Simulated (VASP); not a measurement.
**VASP inputs for NaI (strained CsCl)**

INCAR

```
LWAVE = .FALSE.
LREAL = .FALSE.
METAGGA = R2SCAN
PREC = Accurate
IBRION = -1
ENCUT = 520
NSW = 0
SIGMA = 0.01
NELM = 120
ISMEAR = 0
ISIF = 2
NBANDS = 14
EDIFF = 1E-7
LASPH = .TRUE.
LCHARG = .FALSE.
ALGO = Normal
```

KPOINTS

```
KPOINTS created by Atomic Simulation Environment
0
Gamma
6 6 6
0 0 0
```

KPOINTS_OPT

```
special points
5
Reciprocal
0.0000000000 0.0000000000 0.0000000000 1
0.0000000000 0.5000000000 0.0000000000 1
0.5000000000 0.5000000000 0.0000000000 1
0.5000000000 0.5000000000 0.5000000000 1
0.0000000000 0.5000000000 0.5000000000 1
```

POSCAR

```
Na I
 1.0000000000000000
     3.9249772123000000    0.0000000000000000    0.0000000000000000
     0.0000000000000000    3.9249772123000000    0.0000000000000000
     0.0000000000000000    0.0000000000000000    4.0405365579000003
 Na  I
   1   1
Cartesian
  0.0000000000000000  0.0000000000000000  0.0000000000000000
  1.9624886061500000  1.9624886061500000  2.0202682789500002
```

VASP ran with the recommended PBE PAW datasets (14 valence electrons in the cell).

Problem. What does this run give?

Solution. gap between bands v and c 3.09 eV; least direct gap 3.12 eV; pressure 1.1 GPa.

Band v is the last that the valence electrons fill when counted band by band, and c is the next. Levels in eV from the top of v:

```
point    v−1      v     c   c+1
    Γ  -0.72  -0.72  3.09  5.81
    X  -0.62  -0.33  5.28  7.35
    M  -2.97  -0.21  3.24  7.50
    R  -2.50  -2.38  4.47  4.47
```
